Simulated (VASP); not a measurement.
# NbAs: molecular dynamics at constant energy

NbAs, I4_1md (no. 109), 8 atoms in the cell. PBE, molecular dynamics; PAW potentials Nb_pv, As (PBE set).

Ensemble: NVE; Starting temperature (K): 1000.

## Input

INCAR:
```
SYSTEM = NbAs
GGA = PE
PREC = Normal
ENCUT = 210
EDIFF = 1E-6
NELMIN = 4
NELM = 60
ALGO = Fast
LREAL = Auto
LASPH = .TRUE.
ISMEAR = -1
SIGMA = 0.05
ISYM = 0
LWAVE = .FALSE.
LCHARG = .FALSE.
IBRION = 0
NSW = 60
POTIM = 3.0
TEBEG = 1000
ISIF = 2
RANDOM_SEED = 19678 0 0
MDALGO = 2
SMASS = -3
KPAR = 2
```

KPOINTS:
```
k-points
0
Monkhorst-Pack
  4 4 1
```

POSCAR:
```
NbAs
1.0
    3.4517000000      0.0000000000      0.0000000000
    0.0000000000      3.4517000000      0.0000000000
    0.0000000000      0.0000000000     11.6800000000
Nb As
4 4
Direct
    0.0000000000      0.5000000000      0.7500000000
    0.5000000000      0.5000000000      0.0000000000
    0.5000000000      0.0000000000      0.2500000000
    0.0000000000      0.0000000000      0.5000000000
    0.0000000000      0.5000000000      0.1660000000
    0.0000000000      0.0000000000      0.9160000000
    0.5000000000      0.0000000000      0.6660000000
    0.5000000000      0.5000000000      0.4160000000
```

Commands:
```
cat potpaw_PBE.64/Nb_pv/POTCAR potpaw_PBE.64/As/POTCAR > POTCAR
mpirun -np 2 vasp_std > vasp.out
```

## Result

- Rise of the mean potential energy above the start (meV/atom): 58.4
- Mean temperature (K): 486
- Standard error of the mean temperature (K): 68
- Relative fluctuation of the kinetic energy: 0.408
- Canonical value of that fluctuation: 0.309
- Electronic steps per ionic step after the first: 6.1

Course of the run:

| Time (fs) | Temperature (K) | Potential energy less the first (meV/atom) |
|---|---|---|
| 3 | 1001 | 0.0 |
| 18 | 735 | 30.2 |
| 30 | 385 | 70.0 |
| 45 | 243 | 86.0 |
| 57 | 383 | 70.1 |
| 72 | 535 | 52.8 |
| 84 | 461 | 61.2 |
| 99 | 333 | 75.8 |
| 111 | 435 | 64.2 |
| 126 | 690 | 35.3 |
| 138 | 710 | 32.9 |
| 153 | 446 | 63.0 |
| 165 | 253 | 84.9 |
| 180 | 335 | 75.6 |

The mean temperature lies below the starting 1000 K, since the atoms start on their sites and part of their kinetic energy turns into potential energy.

REPORT:
```
MDALGO =   2
               SCALING =       0
                 CNEXP =     9.000   14.000
           RANDOM_SEED =             19678                0                0

   original number of atomic DOF:         21
   number of independent constraints:      0
   number of active DOF:                  21

========================================
         MD step No.       1
========================================

  Atomic velocities initialized by STEP_tb

  >Energies
                    E_tot             E_pot             E_kin               EPS                ES
   e_b>   -0.63584539E+02   -0.64490094E+02    0.90555460E+00    0.00000000E+00    0.00000000E+00

  >Temperature
               T_sim     T_inst
   tmprt>   1000.000   1000.806

  >Thermostat:
           s(n+1) sdot(n+1)      s(n)   sdot(n)        Qs
   s_b>   0.00000   0.00000   0.00000   0.00000  -3.00000

           RANDOM_SEED =             19678               48                0

[... steps left out ...]

========================================
         MD step No.      60
========================================

  >Energies
                    E_tot             E_pot             E_kin               EPS                ES
   e_b>   -0.63582685E+02   -0.63885545E+02    0.30285995E+00    0.00000000E+00    0.00000000E+00

  >Temperature
               T_sim     T_inst
   tmprt>   1000.000    334.716

  >Thermostat:
           s(n+1) sdot(n+1)      s(n)   sdot(n)        Qs
   s_b>   0.00000   0.00000   0.00000   0.00000  -3.00000

           RANDOM_SEED =             19678               48                0
```

OSZICAR:
```
N       E                     dE             d eps       ncg     rms          rms(c)
DAV:   1     0.386568742027E+03    0.38657E+03   -0.19287E+04   656   0.885E+02
DAV:   2    -0.357945052220E+02   -0.42236E+03   -0.41065E+03   696   0.370E+02
DAV:   3    -0.672394497353E+02   -0.31445E+02   -0.29932E+02   840   0.840E+01
DAV:   4    -0.684112322364E+02   -0.11718E+01   -0.11534E+01   800   0.171E+01
DAV:   5    -0.684436862026E+02   -0.32454E-01   -0.32234E-01   816   0.255E+00    0.462E+01
RMM:   6    -0.643001480262E+02    0.41435E+01   -0.15698E+01   709   0.181E+01    0.151E+01
RMM:   7    -0.647293353371E+02   -0.42919E+00   -0.92154E+00   747   0.968E+00    0.671E+00
RMM:   8    -0.648075031011E+02   -0.78168E-01   -0.10606E+00   795   0.339E+00    0.717E+00
RMM:   9    -0.653563124678E+02   -0.54881E+00   -0.13934E+00   765   0.363E+00    0.666E+00
RMM:  10    -0.671441001310E+02   -0.17878E+01   -0.36541E+00   885   0.541E+00    0.125E+01
RMM:  11    -0.651999265621E+02    0.19442E+01   -0.22192E+00   878   0.560E+00    0.762E+00
RMM:  12    -0.645523517340E+02    0.64757E+00   -0.11638E+01   932   0.114E+01    0.227E+00
[... left out ...]
     59 T=   290. E= -.63582470E+02 F= -.63844425E+02 E0= -.63843861E+02  EK= 0.26195E+00 SP= 0.00E+00 SK= 0.00E+00
[... last step whole ...]
       N       E                     dE             d eps       ncg     rms          rms(c)
DAV:   1    -0.638854555669E+02   -0.41031E-01   -0.16096E-03  1108   0.285E+00    0.143E-02
RMM:   2    -0.638855210030E+02   -0.65436E-04   -0.69054E-04   609   0.158E-01    0.110E-02
RMM:   3    -0.638855403719E+02   -0.19369E-04   -0.16973E-04   718   0.650E-02    0.350E-03
RMM:   4    -0.638855440425E+02   -0.36706E-05   -0.33260E-05   656   0.263E-02    0.344E-03
RMM:   5    -0.638855448232E+02   -0.78070E-06   -0.81416E-06   459   0.147E-02
     60 T=   335. E= -.63582685E+02 F= -.63885545E+02 E0= -.63885011E+02  EK= 0.30286E+00 SP= 0.00E+00 SK= 0.00E+00
```

Limits: 180 fs of 8 atoms are too short for converged averages; the cell is only 3.5 Å across, so each atom moves in step with near copies of itself.

VASP 6.6.1 took 236 s on 2 cores (AMD EPYC 7R43 (Zen 3)), a shared host.
